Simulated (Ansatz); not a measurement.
# The polar optical mode of BN at 40 GPa, worked through

Theory: DFT LDA, scalar-relativistic, plane waves, PAW in Ansatz. Plane waves to 420 eV; Γ-centred k mesh 12×12×12; fixed occupations. No spin polarisation. Phonons by linear response, acoustic sum rule imposed.

The cell, relaxed at 40 GPa:
```
B N
1.0
     1.23045    0.71040    2.00931
    -1.23045    0.71040    2.00931
     0.00000   -1.42080    2.00931
B N
1 1
Cartesian
  0.0000 0.0000 6.2764
  0.0000 0.0000 1.7554
```

Other phases may be more stable at this pressure.

Linear response gives ν_TO = 1184.7 cm⁻¹, Born charges ±1.837 e (positive on B) and ε∞ = 4.498. The primitive cell holds 10.538 Å³, and the masses are 10.810 and 14.007 amu.

Task: Find ν_LO and the static dielectric constant.

Result: The long-wave field adds a restoring force: ω_LO² − ω_TO² = Z*²e²/(ε_vac ε∞ μV). In these units ν_LO² − ν_TO² = 4.92064×10⁷ Z*²/(μ V ε∞) cm⁻², with μ = m₁m₂/(m₁ + m₂) = 6.101 amu: 574284 cm⁻². So ν_LO = √(1184.7² + 574284) = 1406.4 cm⁻¹, and the run gives 1406.3. Lyddane–Sachs–Teller then gives ε0 = ε∞ (ν_LO/ν_TO)² = 6.34, against 6.34 in the run (it forms both from the same three quantities, so the match checks the arithmetic only). Between ν_TO and ν_LO the dielectric function is negative and an undamped crystal reflects fully: a reststrahlen band from 7.1 to 8.4 μm.

Task: What do the Clausius–Mossotti polarisability and the Szigeti charge come to?

Result: With the Lorentz local field, α = (3V/4π)(ε∞ − 1)/(ε∞ + 2) = 1.35 Å³ for the pair, and e_S = 3Z*/(ε∞ + 2) = 0.85 e. The Born charge includes the electrons' response to the dipole's own local field, and e_S takes that enhancement out. The Lorentz field assumes point-like polarisable ions, a poor picture once ε∞ is this large, since the electron clouds then overlap or are shared, so both numbers are formal here.

Task: How strongly does a slow electron couple to the LO mode?

Result: For one isotropic parabolic band, Fröhlich's constant is α_F = (1/ε∞ − 1/ε0) √(m* Ry/ħω_LO), with Ry = 13.606 eV, ħω_LO = 174.4 meV and m* in free-electron masses: α_F = 0.0645 × 8.83 × √m* = 0.57 √m*. The band mass isn't part of this run; for m* = 0.1, 0.3 and 1 it gives 0.18, 0.31, 0.57. In weak coupling the polaron lies α_F ħω_LO below the band edge (54 meV at m* = 0.3) with a mass m*(1 + α_F/6); past α_F of about 5 or 6 that expansion fails. A semilocal functional's ε∞ tends to be too large, which taken alone lowers α_F.

Cost: 1 run of about 0.44 core-minutes, on Intel Xeon Platinum 8259CL (Skylake/Cascade Lake) (shared hosts).